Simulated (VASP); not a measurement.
# TiTe2 (P-3m1) in VASP: notebook

One crystal, TiTe2, is run at these levels: HSE06; tasks: single point.

All numbers are computed with VASP 6.6.1; they aren't measurements. Logs are shortened: lines on timing, memory, paths and dates and some standing lists are left out, and cuts for length are marked.

### 1 The crystal as given

It takes space group P-3m1 (No. 164, trigonal). The conventional cell has a = 3.777 Å, b = 3.777 Å, c = 6.498 Å, α = 90.00°, β = 90.00°, γ = 120.00°. Te (site symmetry 3m) is surrounded by 3 Ti at 2.77 Å. Around Ti (site symmetry -3m) lie 6 Te at 2.77 Å.

### 2 Single point, HSE06

POSCAR reads:

```
TiTe2
1.0
    3.7770000000      0.0000000000      0.0000000000
   -1.8885000000      3.2709779501      0.0000000000
    0.0000000000      0.0000000000      6.4980000000
Te Ti
2 1
Direct
    0.3333333333      0.6666666667      0.7372000000
    0.6666666667      0.3333333333      0.2628000000
    0.0000000000      0.0000000000      0.0000000000
```

INCAR.step1 reads:

```
PREC = Accurate
ENCUT = 500
EDIFF = 1E-5
ISMEAR = 0
SIGMA = 0.01
LREAL = False
LASPH = True
NELM = 100
ALGO = Normal
ISIF = 2
LWAVE = True
LCHARG = False
NKRED = 1
NBANDS = 20
GGA = PE
```

INCAR.step2 reads:

```
PREC = Accurate
ENCUT = 500
EDIFF = 1E-6
ISMEAR = 0
SIGMA = 0.01
LREAL = False
LASPH = True
NELM = 100
ALGO = Normal
ISIF = 2
LWAVE = False
LCHARG = False
GGA = PE
LHFCALC = True
HFSCREEN = 0.2
PRECFOCK = Fast
NKRED = 1
NBANDS = 20
ISTART = 1
```

KPOINTS reads:

```
Automatic mesh
0
Gamma
  6 6 3
```

Potentials or basis: VASP PAW PBE potentials, release 64 (Te, Ti_sv).

On the command line:

```
$ cat potpaw_PBE.64/Te/POTCAR potpaw_PBE.64/Ti_sv/POTCAR > POTCAR
$ cp INCAR.step1 INCAR
$ mpirun -np 1 vasp_std > vasp.out
$ cp INCAR.step2 INCAR
$ mpirun -np 1 vasp_std > vasp.out
```

OUTCAR:

```text
PREC = Accurate
   ENCUT = 500
   EDIFF = 1E-6
   ISMEAR = 0
   LREAL = False
   LASPH = True
   NELM = 100
   ISIF = 2
   GGA = PE
   LHFCALC = True
   HFSCREEN = 0.2
   PRECFOCK = Fast
   NKRED = 1
   ISTART = 1

 Found     17 irreducible k-points:

 Following reciprocal coordinates:
            Coordinates               Weight
  0.000000  0.000000  0.000000      1.000000
  0.166667  0.000000  0.000000      6.000000
  0.333333  0.000000  0.000000      6.000000
  0.500000  0.000000  0.000000      3.000000
  0.166667  0.166667  0.000000      6.000000
  0.333333  0.166667  0.000000     12.000000
   k-points           NKPTS =     17   k-points in BZ     NKDIM =    108   number of bands    NBANDS=     20
   number of dos      NEDOS =    301   number of ions     NIONS =      3
   total plane-waves  NPLWV =  37632
   dimension x,y,z NGX =    28 NGY =   28 NGZ =   48
   dimension x,y,z NGXF=    56 NGYF=   56 NGZF=   96
   ions per type =               2   1
   NGX,Y,Z   is equivalent  to a cutoff of  12.32, 12.32, 12.28 a.u.
   NGXF,Y,Z  is equivalent  to a cutoff of  24.65, 24.65, 24.56 a.u.
 SYSTEM =  unknown system
   PREC   = accura    normal or accurate (medium, high low for compatibility)
   ISTART =      1    job   : 0-new  1-cont  2-samecut
   ICHARG =      0    charge: 1-file 2-atom 10-const
   ISPIN  =      1    spin polarized calculation?
   LNONCOLLINEAR =      F non collinear calculations
   LSORBIT =      F    spin-orbit coupling
   LASPH  =      T    aspherical Exc in radial PAW
   ENCUT  =  500.0 eV  36.75 Ry    6.06 a.u.   6.89  6.89 11.85*2*pi/ulx,y,z
   NELM   =    100;   NELMIN=  2; NELMDL=  0     # of ELM steps
   EDIFF  = 0.1E-05   stopping-criterion for ELM
   LREAL  =      F    real-space projection
   EDIFFG = 0.1E-04   stopping-criterion for IOM
   NSW    =      0    number of steps for IOM
   IBRION =     -1    ionic relax: 0-MD 1-quasi-New 2-CG
   NFREE  =      0    steps in history (QN), initial steepest desc. (CG)
   ISIF   =      2    stress and relaxation
   ISYM   =      3    0-nonsym 1-usesym 2-fastsym
   POTIM  = 0.5000    time-step for ionic-motion
   TEBEG  =    0.0;   TEEND  =   0.0 temperature during run
   PSTRESS=    0.0 pullay stress
   NELECT =      24.0000    total number of electrons
   NUPDOWN=      -1.0000    fix difference up-down
   EMIN   =  10.00;   EMAX   =-10.00  energy-range for DOS
   EFERMI =   0.00;   METHOD = LEGACY
   ISMEAR =     0;   SIGMA  =   0.01  broadening in eV -4-tet -1-fermi 0-gaus
   EFERMI_NEDOS =   21; number of points for ismear=-14 and -15
   IALGO  =     38    algorithm
   IMIX   =      1    mixing-type and parameters
     AMIX     =   0.40;   BMIX     =  1.00
     AMIX_MAG =   1.60;   BMIX_MAG =  1.00
  volume/ion in A,a.u.               =      26.76       180.58
  Fermi-wavevector in a.u.,A,eV,Ry     =   1.094655  2.068597 16.303438  1.198269
  Thomas-Fermi vector in A             =   2.230964
   LORBIT       =      0    0 simple, 1 ext, 2 COOP (PROOUT), +10 PAW based schemes
   GGA     = PE    functional components
   LHFCALC =     T    Hartree Fock is set to
   PRECFOCK=fast      Normal, Fast or Accurate (Low or Medium for compatibility)
   ENCUT4O =  -1.0   cutoff for four orbital integrals eV
   NKREDX  =     1    reduce k-point grid by
   NKREDY  =     1    reduce k-point grid by
   NKREDZ  =     1    reduce k-point grid by
   AEXX    =    0.2500 exact exchange contribution
   HFSCREEN=    0.2000 screening length (either q_TF or 0.3 A-1)
   HFSCREENC=   0.2000 screening length for correlation (either q_TF or 0.3 A-1)
   ENCUTFOCK=  -1.0 apply spherical cutoff to Coloumb kernel
   IVDW    =     0    specifies the selected vdW correction
   LEPSILON=     F    determine dielectric tensor
   LRPA    =     F    only Hartree local field effects (RPA)
 non-spin polarized calculation
 Gauss-broadening in eV      SIGMA  =   0.01
  energy-cutoff  :      500.00
  volume of cell :       80.28
 maximum number of plane-waves:      2044
  NGX = 16; NGY = 16; NGZ = 28

 number of electron      23.9999998 magnetization

 Free energy of the ion-electron system (eV)
  ---------------------------------------------------
  ext. energy  EPLUGINS =         0.00000000
  ---------------------------------------------------
  free energy    TOTEN  =       -19.92233509 eV

  energy without entropy =      -19.92213879  energy(sigma->0) =      -19.92223694

 E-fermi :   6.9090     XC(G=0):  -8.1794

 val. band max:        6.8171888186   @ k =   0.5000   0.0000   0.3333
 cond. band min:       6.9158790247   @ k =   0.3333   0.0000   0.3333
 fundamental gap:      0.0986902060
 Fermi energy:         6.9090383212

 k-point     1 :       0.0000    0.0000    0.0000
  band No.  band energies     occupation
      1     -55.9906      2.00000
      2     -30.5854      2.00000
      3     -30.5854      2.00000
      4     -30.5603      2.00000
      5      -7.1705      2.00000
      6      -5.4578      2.00000
      7       0.6167      2.00000
      8       4.4659      2.00000
      9       4.4659      2.00000
     10       7.1395      0.00000
     11       7.4125      0.00000
     12       7.4125      0.00000
     13       7.5398      0.00000
     14       7.7657      0.00000
     15       7.7657      0.00000
     16      10.2120      0.00000
     17      10.2120      0.00000
     18      12.1991      0.00000
     19      13.0569      0.00000
     20      15.0114      0.00000

 k-point     2 :       0.1667    0.0000    0.0000
  band No.  band energies     occupation
      1     -55.9896      2.00000
      2     -30.5992      2.00000
      3     -30.5888      2.00000
      4     -30.5581      2.00000
      5      -6.8320      2.00000
      6      -5.2920      2.00000
      7       1.0348      2.00000
      8       3.7442      2.00000
      9       4.4892      2.00000
     10       5.1483      2.00000
     11       6.3333      2.00000
     12       6.6600      2.00000
     13       7.3662      0.00000
     14       8.2579      0.00000
     15       8.4273      0.00000
     16       9.7935      0.00000
     17      10.1261      0.00000
     18      13.2965      0.00000
     19      14.1845      0.00000
     20      14.8014      0.00000

 k-point     3 :       0.3333    0.0000    0.0000
  band No.  band energies     occupation
      1     -55.9877      2.00000
      2     -30.6268      2.00000
      3     -30.5956      2.00000
      4     -30.5536      2.00000
      5      -5.9508      2.00000
      6      -4.9611      2.00000
      7       2.0196      2.00000
      8       2.2192      2.00000
      9       2.9228      2.00000
     10       4.4413      2.00000
     11       5.0659      2.00000
     12       5.4632      2.00000
     13       7.0948      0.00000
     14       8.4548      0.00000
     15       8.7108      0.00000
     16       9.9311      0.00000
     17      10.3847      0.00000
     18      12.7571      0.00000
     19      13.0737      0.00000
     20      13.6175      0.00000

 k-point     4 :       0.5000    0.0000    0.0000
  band No.  band energies     occupation
      1     -55.9866      2.00000
      2     -30.6406      2.00000
      3     -30.5989      2.00000
      4     -30.5514      2.00000
      5      -5.1659      2.00000
      6      -4.9757      2.00000
      7       0.9114      2.00000
      8       2.3122      2.00000
      9       3.4178      2.00000
     10       3.7875      2.00000
     11       4.3524      2.00000
     12       5.1969      2.00000
     13       6.9758      0.00000
     14       8.4534      0.00000
     15       8.9089      0.00000
     16       9.4336      0.00000
     17      10.5279      0.00000
     18      12.4537      0.00000
     19      12.9725      0.00000
     20      13.3837      0.00000

 k-point     5 :       0.1667    0.1667    0.0000
  band No.  band energies     occupation
      1     -55.9881      2.00000
      2     -30.6173      2.00000
      3     -30.5965      2.00000
      4     -30.5548      2.00000
      5      -6.2176      2.00000
      6      -5.0330      2.00000
      7       1.8070      2.00000
      8       2.9630      2.00000
      9       3.3707      2.00000
     10       4.2099      2.00000
     11       4.7481      2.00000
     12       5.8185      2.00000
     13       7.5948      0.00000
     14       8.6249      0.00000
     15       8.6646      0.00000
     16       9.1684      0.00000
     17      10.4002      0.00000
     18      13.3914      0.00000
     19      14.3210      0.00000
     20      14.6966      0.00000

 k-point     6 :       0.3333    0.1667    0.0000
  band No.  band energies     occupation
      1     -55.9867      2.00000
      2     -30.6336      2.00000
      3     -30.6060      2.00000
      4     -30.5515      2.00000
      5      -5.3200      2.00000
      6      -4.8347      2.00000
      7       1.4847      2.00000
      8       2.4503      2.00000
      9       3.0374      2.00000
     10       3.6804      2.00000
     11       4.0015      2.00000
     12       4.5405      2.00000
     13       7.8921      0.00000
     14       8.4333      0.00000
     15       8.8186      0.00000
     16       9.3005      0.00000
     17       9.7655      0.00000
     18      12.0218      0.00000
     19      14.2991      0.00000
     20      14.4827      0.00000

 [... further k-points ...]
[... 5 lines left out ...]
  --------------------------------------------------------------------------------------
  -------------------------------------------------------------------------------------
  Total       -0.2504148     -0.2504148     -0.1685967     -0.0000000     -0.0000000      0.0000000
  in kB       -4.9976543     -4.9976543     -3.3647699     -0.0000000     -0.0000000      0.0000000
  external PRESSURE =      -4.4533595 kB  Pullay stress =       0.0000000 kB

 VOLUME and BASIS-vectors are now :
 -----------------------------------------------------------------------------
  energy-cutoff  :      500.00
  volume of cell :       80.28
      direct lattice vectors                 reciprocal lattice vectors
     3.777000000  0.000000000  0.000000000     0.264760392  0.152859484  0.000000000
    -1.888500000  3.270977950  0.000000000     0.000000000  0.305718967  0.000000000
     0.000000000  0.000000000  6.498000000     0.000000000  0.000000000  0.153893506

 POSITION                                       TOTAL-FORCE (eV/Angst)
 -----------------------------------------------------------------------------------
     -0.00000      2.18065      4.79033        -0.000000     -0.000000      0.333564
      1.88850      1.09033      1.70767         0.000000      0.000000     -0.333564
      0.00000      0.00000      0.00000        -0.000000      0.000000      0.000000
 -----------------------------------------------------------------------------------
    total drift:                               -0.000000      0.000000     -0.000000

  FREE ENERGIE OF THE ION-ELECTRON SYSTEM (eV)
  ---------------------------------------------------
  free  energy   TOTEN  =       -19.9223350916 eV

  energy  without entropy=      -19.9221387902  energy(sigma->0) =      -19.92223694
```

It took 19 min on 1 thread of Intel Xeon 6975P-C (Granite Rapids), shared host; peak memory 0.32 GiB.

These settings aren't checked as converged: the numbers below hold their error.

What came out:

```yaml
Free_energy: -19.9223 eV
Pressure: -0.4 GPa
Largest_force: 0.334 eV/Å
Band_gap_on_the_k_mesh: none (metal or under the smearing width)
```

Caveat: the PAW data sets were made with another functional, which shifts forces and pressure a little; this functional lacks dispersion, which binds the layers, so the pressure and a relaxed spacing across them are unreliable.

### 3 Single point, HSE06

POSCAR is that of step 2.

INCAR.step1 reads:

```
PREC     = Accurate       # precision mode
ENCUT    = 350            # plane-wave cutoff, eV
EDIFF    = 1E-5           # SCF threshold, eV
ISMEAR   = 0              # smearing method
SIGMA    = 0.01           # smearing width, eV
LREAL    = F              # projectors in reciprocal space
LASPH    = T              # aspherical terms in the spheres
NELM     = 100            # most SCF steps
ALGO     = Normal         # electronic algorithm
ISIF     = 2              # what is computed and relaxed
LWAVE    = T              # write WAVECAR
LCHARG   = F              # write CHGCAR
NBANDS   = 20             # bands
NKRED    = 1            
GGA      = PE             # functional
```

INCAR.step2 reads:

```
PREC     = Accurate       # precision mode
ENCUT    = 350            # plane-wave cutoff, eV
EDIFF    = 1E-6           # SCF threshold, eV
ISMEAR   = 0              # smearing method
SIGMA    = 0.01           # smearing width, eV
LREAL    = F              # projectors in reciprocal space
LASPH    = T              # aspherical terms in the spheres
NELM     = 100            # most SCF steps
ALGO     = Normal         # electronic algorithm
ISIF     = 2              # what is computed and relaxed
LWAVE    = F              # write WAVECAR
LCHARG   = F              # write CHGCAR
GGA      = PE             # functional
LHFCALC  = T              # exact exchange
HFSCREEN = 0.2            # screening, 1/A
PRECFOCK = Fast         
NBANDS   = 20             # bands
NKRED    = 1            
ISTART   = 1
```

KPOINTS reads:

```
regular mesh
0
Gamma
  3 3 2
```

Potentials or basis: VASP PAW PBE potentials, release 64 (Te, Ti_sv).

On the command line:

```
$ cat potpaw_PBE.64/Te/POTCAR potpaw_PBE.64/Ti_sv/POTCAR > POTCAR
$ cp INCAR.step1 INCAR
$ mpirun -np 1 vasp_std > vasp.out
$ cp INCAR.step2 INCAR
$ mpirun -np 1 vasp_std > vasp.out
```

Run time: 49 s. Hardware: 1 thread of Intel Xeon 6975P-C (Granite Rapids), shared host; peak memory 0.25 GiB.

The run converged, but some of its settings lie outside the range that counts as converged, so its numbers aren't taken as properties of the crystal.

What came out:

```yaml
Free_energy: -19.5832 eV
Pressure: -1.3 GPa
Largest_force: 0.393 eV/Å
Band_gap_on_the_k_mesh: none (metal or under the smearing width)
```

Caveat: the k mesh is coarse (spacing up to 0.64 Å⁻¹), so the values aren't converged, least of all with exact exchange; the PAW data sets were made with another functional, which shifts forces and pressure a little; this functional lacks dispersion, which binds the layers, so the pressure and a relaxed spacing across them are unreliable.

### 4 Single point, HSE06

POSCAR is that of step 3.

INCAR.step1 is that of step 3.

INCAR.step2: that of step 3 with these lines changed.

```diff
@@ -15,3 +15,3 @@
 HFSCREEN = 0.2            # screening, 1/A
-PRECFOCK = Fast         
+PRECFOCK = Low          
 NBANDS   = 20             # bands
```

KPOINTS reads:

```
regular mesh
0
Gamma
  4 4 2
```

On the command line:

```
$ cat potpaw_PBE.64/Te/POTCAR potpaw_PBE.64/Ti_sv/POTCAR > POTCAR
$ cp INCAR.step1 INCAR
$ mpirun -np 1 vasp_std > vasp.out
$ cp INCAR.step2 INCAR
$ mpirun -np 1 vasp_std > vasp.out
```

It took 85 s on 1 thread of Intel Xeon 6975P-C (Granite Rapids), shared host; peak memory 0.26 GiB.

The run converged, but some of its settings lie outside the range that counts as converged, so its numbers aren't taken as properties of the crystal.

What came out:

| Property | Result |
| --- | --- |
| Free energy | -19.8421 eV |
| Pressure | -1.0 GPa |
| Largest force | 0.265 eV/Å |
| Band gap on the k mesh | none (metal or under the smearing width) |

Caveat: the k mesh is coarse (spacing up to 0.48 Å⁻¹), so the values aren't converged, least of all with exact exchange; the PAW data sets were made with another functional, which shifts forces and pressure a little; this functional lacks dispersion, which binds the layers, so the pressure and a relaxed spacing across them are unreliable.

### 5 Single point, HSE06

POSCAR is that of step 4.

INCAR.step1: that of step 4 with these lines changed.

```diff
@@ -1,3 +1,3 @@
 PREC     = Accurate       # precision mode
-ENCUT    = 350            # plane-wave cutoff, eV
+ENCUT    = 300            # plane-wave cutoff, eV
 EDIFF    = 1E-5           # SCF threshold, eV
```

INCAR.step2: that of step 4 with these lines changed.

```diff
@@ -1,3 +1,3 @@
 PREC     = Accurate       # precision mode
-ENCUT    = 350            # plane-wave cutoff, eV
+ENCUT    = 300            # plane-wave cutoff, eV
 EDIFF    = 1E-6           # SCF threshold, eV
@@ -15,3 +15,3 @@
 HFSCREEN = 0.2            # screening, 1/A
-PRECFOCK = Low          
+PRECFOCK = Fast         
 NBANDS   = 20             # bands
```

KPOINTS reads:

```
regular mesh
0
Gamma
  5 5 3
```

Potentials or basis: VASP PAW PBE potentials, release 64 (Te, Ti_sv).

On the command line:

```
$ cat potpaw_PBE.64/Te/POTCAR potpaw_PBE.64/Ti_sv/POTCAR > POTCAR
$ cp INCAR.step1 INCAR
$ mpirun -np 1 vasp_std > vasp.out
$ cp INCAR.step2 INCAR
$ mpirun -np 1 vasp_std > vasp.out
```

OUTCAR:

```text
PREC = Accurate
   ENCUT = 300
   EDIFF = 1E-6
   ISMEAR = 0
   LREAL = F
   LASPH = T
   NELM = 100
   ISIF = 2
   GGA = PE
   LHFCALC = T
   HFSCREEN = 0.2
   PRECFOCK = Fast
   NKRED = 1
   ISTART = 1

 Found     12 irreducible k-points:

 Following reciprocal coordinates:
            Coordinates               Weight
  0.000000  0.000000  0.000000      1.000000
  0.200000  0.000000  0.000000      6.000000
[... 91 lines left out ...]
      3     -30.5538      2.00000
      4     -30.5380      2.00000
      5      -7.1638      2.00000
      6      -5.4605      2.00000
[... 127 lines left out ...]
     19      14.2933      0.00000
     20      14.9192      0.00000

 [... further k-points ...]
[... 5 lines left out ...]
  --------------------------------------------------------------------------------------
  -------------------------------------------------------------------------------------
  Total       -0.4496180     -0.4496180     -0.2614514     -0.0000000      0.0000000      0.0000000
  in kB       -8.9732533     -8.9732533     -5.2179176     -0.0000000      0.0000000      0.0000000
  external PRESSURE =      -7.7214747 kB  Pullay stress =       0.0000000 kB

 VOLUME and BASIS-vectors are now :
 -----------------------------------------------------------------------------
  energy-cutoff  :      300.00
  volume of cell :       80.28
      direct lattice vectors                 reciprocal lattice vectors
     3.777000000  0.000000000  0.000000000     0.264760392  0.152859484  0.000000000
    -1.888500000  3.270977950  0.000000000     0.000000000  0.305718967  0.000000000
     0.000000000  0.000000000  6.498000000     0.000000000  0.000000000  0.153893506

 POSITION                                       TOTAL-FORCE (eV/Angst)
 -----------------------------------------------------------------------------------
     -0.00000      2.18065      4.79033        -0.000000      0.000000      0.303877
      1.88850      1.09033      1.70767         0.000000      0.000000     -0.303877
      0.00000      0.00000      0.00000        -0.000000      0.000000     -0.000000
 -----------------------------------------------------------------------------------
    total drift:                                0.000000      0.000001      0.000000

  FREE ENERGIE OF THE ION-ELECTRON SYSTEM (eV)
  ---------------------------------------------------
  free  energy   TOTEN  =       -19.8892113069 eV

  energy  without entropy=      -19.8889286326  energy(sigma->0) =      -19.88906997
```

Wall time 3.5 min (1 thread of Intel Xeon 6975P-C (Granite Rapids), shared host); peak memory 0.26 GiB.

These settings aren't checked as converged: the numbers below hold their error.

Results:

| Item | Value |
| --- | --- |
| Free energy | -19.8892 eV |
| Largest force | 0.304 eV/Å |
| Band gap on the k mesh | none (metal or under the smearing width) |

Caveat: the k mesh is coarse (spacing up to 0.38 Å⁻¹), so the values aren't converged, least of all with exact exchange; the cutoff is under 1.25 times the usual one of these potentials, so pressure, stress and relaxed cells hold a basis-set (Pulay) error; the PAW data sets were made with another functional, which shifts forces and pressure a little; this functional lacks dispersion, which binds the layers, so the pressure and a relaxed spacing across them are unreliable.

(Part 1 of 2 ends here.)
